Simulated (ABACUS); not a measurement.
**Al: single point with PBE**

Crystal: Al.

```
CELL_PARAMETERS angstrom
1.59122 1.59122 1.59122
-1.59122 1.59122 1.59122
-1.59122 -1.59122 1.59122
ATOMIC_POSITIONS crystal
Al 0.00000 0.00000 0.00000
```

This isn't the form of Al at room conditions, which is fcc.

```
Program             : ABACUS 3.10.1
Task                : single point
Functional          : PBE
Potentials or basis : PseudoDojo NC SR 0.4.1 PBE standard
Cutoff              : 558 eV
Density cutoff      : 2231 eV
Basis               : plane waves
k mesh              : 8 × 8 × 8
Occupations         : fermi-dirac, width 0.05 eV
Spin                : no spin polarisation
```

* Pressure: 3.9 GPa
* Band gap on the k mesh: none (metal or under the smearing width)

Levels at points of the mesh, in eV from the Fermi level:
| k point | band 1 | band 2 | band 3 |
| --- | --- | --- | --- |
| (0.00, 0.00, 0.00) | -11.44 | 13.26 | 13.26 |
| (0.50, 0.50, 0.00) | -4.56 | -4.03 | 8.19 |
| (0.50, 0.50, 0.50) | 1.76 | 1.76 | 1.76 |

Run time: 0.49 s on 4 MPI ranks on AMD EPYC 9R45 96-Core Processor (Zen 5), with other jobs on the host, peak memory 0.2 GiB a rank.
